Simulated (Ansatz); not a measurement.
ZnSe:

```
Se Zn
1.0
     4.10770    0.00000    0.00000
     0.00000    4.10770    0.00000
     0.00000    0.00000    6.07035
Se Zn
2 2
Direct
  0.50000 0.00000 0.75372
  0.00000 0.50000 0.24628
  0.50000 0.50000 0.00000
  0.00000 0.00000 0.00000
```

Measurements of this composition are mostly on another form, of space group No. 216.

Base run:

- Program: Ansatz 0.2.0
- Functional: HSE06 form with a typed share of exact exchange
- Potentials or basis: Ansatz PAW
- Cutoff: 420 eV (not typed: the program's choice for these potentials)
- k mesh: 4 × 4 × 3
- Occupations: fermi-dirac, width 0.05 eV
- Spin: no spin polarisation

Its results: band gap on the k mesh 2.55 eV, direct; pressure -0.7 GPa; largest force 0.279 eV/Å.

Q: The run is repeated on the same cell with these changes: share of exact exchange from 0.15 to 0.2. What comes out?

A: Band gap on the k mesh 2.75 eV, direct; pressure -0.8 GPa; largest force 0.337 eV/Å.

Caveats: odd divisions of the mesh miss points on the zone boundary, where band edges often lie, so the gap on the mesh can be too wide; the PAW data sets come from PBE, with cores solved anew for the run's functional, which leaves a small shift of forces and pressure; the thresholds are loose for stress.

A k mesh can miss the band edges.
